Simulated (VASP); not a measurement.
Wanted: the native input for a VASP 6.6.1 run.

```yaml
Task: single point
Functional: PBE
Potentials_or_basis: VASP PAW PBE potentials, release 64 (Si)
Cutoff: 900 eV
k_mesh: 8 × 8 × 5
Occupations: gaussian, width 0.02 eV
Spin: no spin polarisation
Further_INCAR_settings: ADDGRID = False; ALGO = Normal; EDIFF = 1e-08; NBANDS = 16
```

The structure of Si lies in POSCAR:

```
Si
1.0
    3.8313174605      0.0000000000      0.0000000000
   -1.9156587303      3.3180182508      0.0000000000
    0.0000000000      0.0000000000      6.3326220002
Si
4
Direct
    0.6666666667      0.3333333333      0.9369905000
    0.3333333333      0.6666666667      0.4369905000
    0.6666666667      0.3333333333      0.5630095000
    0.3333333333      0.6666666667      0.0630095000
```

This isn't the form of Si at room conditions, which is diamond.

These files were run (other wordings do the same):

INCAR

```
ADDGRID  = False        
ALGO     = Normal         # electronic algorithm
EDIFF    = 1E-8           # SCF threshold, eV
ENCUT    = 900            # plane-wave cutoff, eV
GGA      = PE             # functional
ISIF     = 2              # what is computed and relaxed
ISMEAR   = 0              # smearing method
LASPH    = True           # aspherical terms in the spheres
LCHARG   = False          # write CHGCAR
LREAL    = False          # projectors in reciprocal space
LWAVE    = False          # write WAVECAR
NBANDS   = 16             # bands
NELM     = 100            # most SCF steps
PREC     = Accurate       # precision mode
SIGMA    = 0.02           # smearing width, eV
```

KPOINTS

```
k-points
0
Gamma
  8 8 5
```

Potentials or basis: VASP PAW PBE potentials, release 64 (Si).

The run is started by

```sh
$ cat potpaw_PBE.64/Si/POTCAR > POTCAR
$ mpirun -np 1 vasp_std > vasp.out
```

Results of the run:

```json
{"Pressure": "1.4 GPa", "Largest force": "0.007 eV/Å", "Band gap on the k mesh": "0.42 eV, indirect (least direct gap 1.03 eV)"}
```

Caveat: an odd mesh through Γ misses points on the zone boundary, where band edges often lie.

Wall time 50 s on 1 thread of Intel(R) Xeon(R) Platinum 8488C (Sapphire Rapids), on a shared host, peak memory 0.3 GiB.
